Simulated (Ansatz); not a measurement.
## SnSe under changes of volume

One of the cells (38.987 Å³/atom); the others are scaled copies at fixed shape and fractional positions:

```
Sn Se
1.0
     0.00000    3.39084    3.39084
     3.39084    0.00000    3.39084
     3.39084    3.39084    0.00000
Sn Se
1 1
Direct
  0.00000 0.00000 0.00000
  0.75000 0.75000 0.75000
```

The cell was built by a generator and needn't be a form met in nature.

| Quantity | Value |
| --- | --- |
| Program | Ansatz 0.2.0 |
| Functional | PBE |
| Potentials or basis | Ansatz PAW |
| Cutoff | 420 eV (not typed: the program's choice for these potentials) |
| k mesh | 7 × 7 × 7 |
| Occupations | fermi-dirac, width 0.05 eV |
| Spin | no spin polarisation |

```csv
volume (Å³/atom),energy over the lowest point (meV/atom),pressure (GPa),gap on the mesh (eV)
36.648,14.67,2.1,0.13
37.428,?,?,?
38.207,1.51,0.6,0.25
38.987,0.00,0.0,0.30
39.767,1.50,-0.6,0.36
40.547,5.74,-1.1,0.40
41.326,12.47,-1.6,0.45
```

Q: What does the run at 37.428 Å³/atom give?

A: Energy over the lowest point 6.31 meV/atom; pressure 1.3 GPa; gap on the mesh 0.19 eV.

Worked out: A Birch-Murnaghan fit of order 3 (a polynomial in V^(-2/3)) to the other rows has its minimum at 38.98 Å³/atom with B0 = V·E''(V) = 31 GPa and B' = 3.5. It gives 6.29 meV/atom at 37.428 Å³/atom, against the run's 6.31, and -dE/dV = 1.3 GPa, against 1.3. A straight line through the other rows of the gap, of slope 2.66 eV per unit of ln V, gives 0.19 eV, against the run's 0.19.

Energies are extrapolated to zero smearing.

Caveats: odd divisions of the mesh miss points on the zone boundary, where band edges often lie, so the gap on the mesh can be too wide; spin-orbit coupling is left out, which moves the levels of the heavy elements.

A mesh can miss the band edges.
